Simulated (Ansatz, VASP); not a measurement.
One calculation of SnSe2, two programs

INCAR

```
SYSTEM = SnSe2
PREC = Accurate
ENCUT = 520
EDIFF = 1E-7
ISMEAR = 0
SIGMA = 0.05
LREAL = .False.
LASPH = .True.
NELM = 100
ALGO = Normal
ISIF = 2
LWAVE = .False.
LCHARG = .False.
GGA = PE
IVDW = 12
NBANDS = 20
```

The input KPOINTS:

```
Automatic mesh
0
Gamma
  9 9 6
  0 0 0
```

POSCAR

```
SnSe2
1.0
    3.6918262054      0.0000000000      0.0000000000
   -1.8459131027      3.1972152802      0.0000000000
    0.0000000000      0.0000000000      6.5396009270
Sn Se
1 2
Direct
    0.0000000000      0.0000000000      0.0000000000
    0.3333333333      0.6666666667      0.2500000000
    0.6666666667      0.3333333333      0.7500000000
```

Input for Ansatz:

```yaml
crystal:
  lattice:
    - [3.6918262054, 0.0, 0.0]
    - [-1.8459131027, 3.1972152802, 0.0]
    - [0.0, 0.0, 6.539600927]
  atoms:
    - { symbol: Sn, position: [0.0, 0.0, 0.0] }
    - { symbol: Se, position: [0.3333333333, 0.6666666667, 0.25] }
    - { symbol: Se, position: [0.6666666667, 0.3333333333, 0.75] }
basis:
  ecutwfc: 420
kpoints:
  mp_grid: { grid: [9, 9, 6] }
hamiltonian:
  xc: pbe
  dispersion: d3bj
scf:
  occupations: { method: gaussian, width: 0.05 }
output:
  forces: true
  stress: true
  eigenvalues: true
```

Alike in both runs: task single point; functional PBE; dispersion D3(BJ); k mesh 9 × 9 × 6; occupations gaussian, width 0.05 eV; no spin polarisation.

|  | VASP | Ansatz |
| --- | --- | --- |
| version | VASP 6.6.1 | Ansatz 0.2.0 |
| potentials or method | VASP PAW PBE potentials, release 64 (Sn_d, Se) | scalar-relativistic, plane waves, PAW |
| plane-wave cutoff (eV) | 520 | 420 |
| valence electrons in the cell | 26 | 46 |

Ansatz gave:

| Property | Result |
| --- | --- |
| gap on the k mesh at the Fermi level (eV) | 0.43 |
| least direct gap on the mesh (eV) | 1.05 |
| pressure (GPa) | 3.2 |
| largest component of the traceless stress (GPa) | 3.50 |
| rms of the force components (eV/Å) | 0.065 |

What did VASP give for the same quantities?

gap on the k mesh at the Fermi level (eV): 0.42; least direct gap on the mesh (eV): 1.05; pressure (GPa): 3.3; largest component of the traceless stress (GPa): 3.48; rms of the force components (eV/Å): 0.073.

Atom by atom the forces differ by 0.008 eV/Å (rms over components). The two sets of potentials don't hold the same shells in valence.

Caveats: spin-orbit coupling is left out, which moves the levels of the heavy elements; an odd mesh through Γ misses points on the zone boundary, where band edges often lie; the cell's inner coordinates are idealised or old, which leaves forces on the atoms.
